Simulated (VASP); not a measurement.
Input of a VASP 6.6.1 run:

File INCAR:

```
SYSTEM = C
PREC = Accurate
ENCUT = 520
EDIFF = 1E-6
ISMEAR = 0
SIGMA = 0.05
LREAL = .False.
LASPH = .True.
NELM = 60
ALGO = Fast
ISIF = 2
LWAVE = .False.
LCHARG = .True.
LDIPOL = .True.
IDIPOL = 3
DIPOL = 0.5 0.5 0.500
GGA = PS
LVHAR = .True.
LVACPOTAV = .True.
KPAR = 8
```

File KPOINTS:

```
Automatic mesh
0
Gamma
  12 12 1
  0 0 0
```

Contents of POSCAR:

```
C
1.0
    2.5220660410      0.0000000000      0.0000000000
   -2.5220660410      3.5667400000      0.0000000000
    0.0000000000      0.0000000000     23.8713632257
C
24
Direct
    1.0000000000      0.5000000000      0.2094559893
    0.2500000000      0.2500000000      0.2094559893
    1.0000000000      1.0000000000      0.2622821731
    0.2500000000      0.7500000000      0.2622821731
    1.0000000000      0.5000000000      0.3151083569
    0.2500000000      0.2500000000      0.3151083569
    1.0000000000      1.0000000000      0.3679345406
    0.2500000000      0.7500000000      0.3679345406
    1.0000000000      0.5000000000      0.4207607243
    0.2500000000      0.2500000000      0.4207607243
    1.0000000000      1.0000000000      0.4735869081
    0.2500000000      0.7500000000      0.4735869081
    1.0000000000      0.5000000000      0.5264130919
    0.2500000000      0.2500000000      0.5264130919
    1.0000000000      1.0000000000      0.5792392757
    0.2500000000      0.7500000000      0.5792392757
    1.0000000000      0.5000000000      0.6320654594
    0.2500000000      0.2500000000      0.6320654594
    1.0000000000      1.0000000000      0.6848916431
    0.2500000000      0.7500000000      0.6848916431
    1.0000000000      0.5000000000      0.7377178269
    0.2500000000      0.2500000000      0.7377178269
    1.0000000000      1.0000000000      0.7905440107
    0.2500000000      0.7500000000      0.7905440107
```

Potentials or basis: VASP PAW PBE potentials, release 64 (C).

Run with:

```console
$ cat potpaw_PBE.64/C/POTCAR > POTCAR
$ mpirun -np 8 vasp_std > vasp.out
```

Q: What does it give for the work function of the upper face?

A: 6.08 eV.

Q: What does it give for the work function of the lower face?

A: 6.08 eV.

Q: Predict the largest force.

A: 4.630 eV/Å.

Q: What does it give for the band gap on the k mesh?

A: None (metal or under the smearing width).

Forces in eV/Å, atoms in the order of the input:
```
C    0.000 -4.447  1.288
C    0.000  4.447  1.288
C    0.000 -1.031 -1.167
C    0.000  1.031 -1.167
C    0.000 -0.367 -0.002
C    0.000  0.367 -0.002
C    0.000 -0.102 -0.018
C    0.000  0.102 -0.018
C    0.000 -0.030 -0.003
C    0.000  0.030 -0.003
C    0.000 -0.012  0.002
C    0.000  0.012  0.002
C    0.000 -0.012 -0.002
C    0.000  0.012 -0.002
C    0.000 -0.030  0.003
C    0.000  0.030  0.003
C    0.000 -0.102  0.018
C    0.000  0.102  0.018
C    0.000 -0.367  0.002
C    0.000  0.367  0.002
C    0.000 -1.031  1.167
C    0.000  1.031  1.167
C    0.000 -4.447 -1.288
C    0.000  4.447 -1.288
```

Caveat: the PAW data sets were made with another functional, which shifts forces and pressure a little.
